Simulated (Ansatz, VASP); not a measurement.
One calculation of Al, two programs

The input INCAR:

```
SYSTEM = Al
PREC     = Accurate       ! precision mode
ENCUT    = 520            ! plane-wave cutoff, eV
EDIFF    = 1E-6           ! SCF threshold, eV
ISMEAR   = 0              ! smearing method
SIGMA    = 0.15           ! smearing width, eV
LREAL    = .False.        ! projectors in reciprocal space
LASPH    = .True.         ! aspherical terms in the spheres
NELM     = 60             ! most SCF steps
ALGO     = Normal         ! electronic algorithm
ISIF     = 2              ! what is computed and relaxed
LWAVE    = .False.        ! write WAVECAR
LCHARG   = .False.        ! write CHGCAR
GGA      = PS             ! functional
NBANDS   = 8              ! bands
```

Contents of KPOINTS:

```
regular mesh
0
Gamma
  20 20 20
  0 0 0
```

File POSCAR:

```
Al
1.0
    0.0000000000      2.0239800000      1.8620616000
    2.0239800000      0.0000000000      1.8620616000
    2.0239800000      2.0239800000      0.0000000000
Al
1
Direct
    0.0000000000      0.0000000000      0.0000000000
```

Input for Ansatz:

```yaml
crystal:
  lattice:
    - [0.0, 2.02398, 1.8620616]
    - [2.02398, 0.0, 1.8620616]
    - [2.02398, 2.02398, 0.0]
  atoms:
    - { symbol: Al, position: [0.0, 0.0, 0.0] }
basis:
  ecutwfc: 420
kpoints:
  mp_grid: { grid: [20, 20, 20] }
hamiltonian:
  xc: pbesol
scf:
  occupations: { method: gaussian, width: 0.15 }
output:
  forces: true
  stress: true
  eigenvalues: true
```

Change from the starting cell: strain +0.000 along x and y, -0.080 along z, atoms carried along.

Alike in both runs: task single point; functional PBEsol; k mesh 20 × 20 × 20; occupations gaussian, width 0.15 eV; no spin polarisation.

|  | VASP | Ansatz |
| --- | --- | --- |
| version | VASP 6.6.1 | Ansatz 0.2.0 |
| potentials or method | VASP PAW PBE potentials, release 64 (Al) | scalar-relativistic, plane waves, PAW |
| plane-wave cutoff (eV) | 520 | 420 |
| valence electrons in the cell | 3 | 3 |

```tsv
	VASP	Ansatz	Ansatz less VASP
gap on the k mesh at the Fermi level (eV)	none	none	-
pressure (GPa)	6.2	6.1	-0.09
largest component of the traceless stress (GPa)	3.45	3.43	-0.020
```

A gap of «none» marks a metal or a gap that the smearing closes.

Caveats: the PAW data sets were made with another functional, which shifts forces and pressure a little (VASP).
